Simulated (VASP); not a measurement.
Set up this calculation in VASP 6.6.1, as the native input.

```yaml
Task: single point
Functional: PBE
Potentials_or_basis: VASP PAW PBE potentials, release 64 (B, As)
Cutoff: 520 eV
k_mesh: 2 × 2 × 2
Occupations: gaussian, width 0.02 eV
Spin: no spin polarisation
Further_INCAR_settings: ALGO = Normal; EDIFF = 1e-07; NBANDS = 11
```

The structure of BAs lies in POSCAR:

```
BAs                                     
1.0
    0.0000000000      2.5498420851      2.5498420851
    2.5498420851      0.0000000000      2.5498420851
    2.5498420851      2.5498420851      0.0000000000
  B               As            
     1     1
Direct
     0.0000000000000000    0.0000000000000000    0.0000000000000000
     0.2500000000000000    0.2500000000000000    0.2500000000000000
```

The cell isn't the ideal one: a relaxed cell with its volume scaled by 1.09.

One way to write it, as run:

INCAR

```
SYSTEM = BAs
PREC = Accurate
ENCUT = 520
EDIFF = 1E-7
ISMEAR = 0
SIGMA = 0.02
LREAL = .False.
LASPH = .True.
NELM = 80
ALGO = Normal
ISIF = 2
LWAVE = .False.
LCHARG = .False.
GGA = PE
NBANDS = 11
```

KPOINTS

```
regular mesh
0
Gamma
  2 2 2
  0 0 0
```

Potentials or basis: VASP PAW PBE potentials, release 64 (B, As).

The run is started by

```sh
$ cat potpaw_PBE.64/B/POTCAR potpaw_PBE.64/As/POTCAR > POTCAR
$ mpirun -np 1 vasp_std > vasp.out
```

It gave:

The pressure is -8.1 GPa and the band gap on the k mesh is 1.53 eV, indirect (least direct gap 2.41 eV).

Caveat: the k mesh is coarse (spacing up to 1.07 Å⁻¹), so the values aren't converged.

It took 3.8 s on 1 thread of Intel(R) Xeon(R) Platinum 8259CL CPU @ 2.50GHz (Skylake/Cascade Lake) (shared host), peak memory 0.15 GiB.
